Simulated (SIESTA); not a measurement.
The system is C.

```
C
1.0
     0.00000    1.78337    1.78337
     1.78337    0.00000    1.78337
     1.78337    1.78337    0.00000
C
2
Direct
  0.75000 0.75000 0.75000
  0.50000 0.50000 0.50000
```

This isn't the form of C at room conditions, which is graphite.

Base run:

| Item | Value |
| --- | --- |
| Program | SIESTA 5.4.2 |
| Functional | VV10 |
| Potentials or basis | PseudoDojo 0.4 standard (PBE files) |
| Basis | DZP (energy shift 0.002 Ry) |
| Grid cutoff | 500 Ry |
| Energy shift | 0.002 Ry |
| k mesh | 13 × 13 × 13 |
| Occupations | fermi-dirac, width 0.05 eV |
| Spin | no spin polarisation |

Its results: band gap on the k mesh 4.43 eV, indirect (least direct gap 5.78 eV); pressure 18.6 GPa.

The run is repeated on the same cell with these changes: functional from VV10 to AM05; potentials or basis from PseudoDojo 0.4 standard (PBE files) to PseudoDojo 0.4 standard (PBEsol files). What comes out?

Band gap on the k mesh 4.15 eV, indirect (least direct gap 5.61 eV); pressure 3.4 GPa.

Caveats: the potentials were made for another functional, which shifts forces and pressure; the basis of atomic orbitals isn't converged, which shifts pressures, moduli and gaps; the non-local part is tabulated coarsely and may be off by about a percent (some runs); so large a pressure means that the cell lies far from this level's equilibrium, or that cutoff or potentials fall short (some runs).

Not every run made on this cell is shown here.
